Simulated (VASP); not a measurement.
## AlN: relaxation of cell and atoms with PBEsol

The system is AlN.

```xyz
4
Lattice="3.1100 0.0000 0.0000 -1.5550 2.6933 0.0000 0.0000 0.0000 4.9800" Properties=species:S:1:pos:R:3 pbc="T T T"
Al    0.0000    1.7956    0.0000
Al    1.5550    0.8978    2.4900
N     0.0000    1.7956    1.8775
N     1.5550    0.8978    4.3675
```

The cell was built by a generator and isn't the measured one.

```
Program                : VASP 6.6.1
Task                   : relaxation of cell and atoms
Functional             : PBEsol
Potentials or basis    : VASP PAW PBE potentials, release 64 (Al, N)
Cutoff                 : 520 eV
k mesh                 : 8 × 8 × 5
Occupations            : gaussian, width 0.03 eV
Spin                   : no spin polarisation
Further INCAR settings : ALGO = Fast; EDIFF = 1e-07; IBRION = 2; EDIFFG = -0.005; NSW = 60; ISIF = 3
```

The relaxed volume is 10.46 Å³/atom and the relaxed cell is a = 3.114 Å, b = 3.114 Å, c = 4.984 Å, α = 90.00°, β = 90.00°, γ = 120.00°. The space group after relaxing (to 0.05 Å) is P6_3mc (No. 186), the energy gained by relaxing is 2.0 meV/atom and the ionic steps are 5. The pressure after relaxing is 0.0 GPa and the band gap on the k mesh is 4.11 eV, direct.

Step by step:
```csv
step,energy change (eV),largest force (eV/Å),pressure (GPa),volume (Å³)
1,0.0000,0.3320,0.77,41.71
2,-0.0011,0.2100,-0.69,42.02
3,-0.0073,0.0348,-0.06,41.87
4,-0.0080,0.0172,-0.05,41.86
5,-0.0082,0.0019,-0.04,41.85
```

Final structure:
```
Al N
1.0
     3.11385    0.00000    0.00000
    -1.55693    2.69668    0.00000
     0.00000    0.00000    4.98386
Al N
2 2
Direct
  0.33333 0.66667 0.99752
  0.66667 0.33333 0.49752
  0.33333 0.66667 0.37948
  0.66667 0.33333 0.87948
```

Levels at points of the mesh, in eV from the valence-band top:
| k point | band 5 | band 6 | band 7 | band 8 | band 9 | band 10 | band 11 | band 12 |
| --- | --- | --- | --- | --- | --- | --- | --- | --- |
| (0.00, 0.00, 0.00) | -0.88 | -0.22 | -0.22 | 0.00 | 4.11 | 6.55 | 10.49 | 11.02 |
| (0.50, 0.00, 0.00) | -3.38 | -2.11 | -1.81 | -0.70 | 5.67 | 5.67 | 8.07 | 10.15 |

Run time: 38 s on 1 thread of Intel(R) Xeon(R) Platinum 8259CL CPU @ 2.50GHz (Skylake/Cascade Lake), with other jobs on the host, peak memory 0.16 GiB.

Caveat: the PAW data sets were made with another functional, which shifts forces and pressure a little. As with any semilocal functional, this PBEsol gap is likely too small.
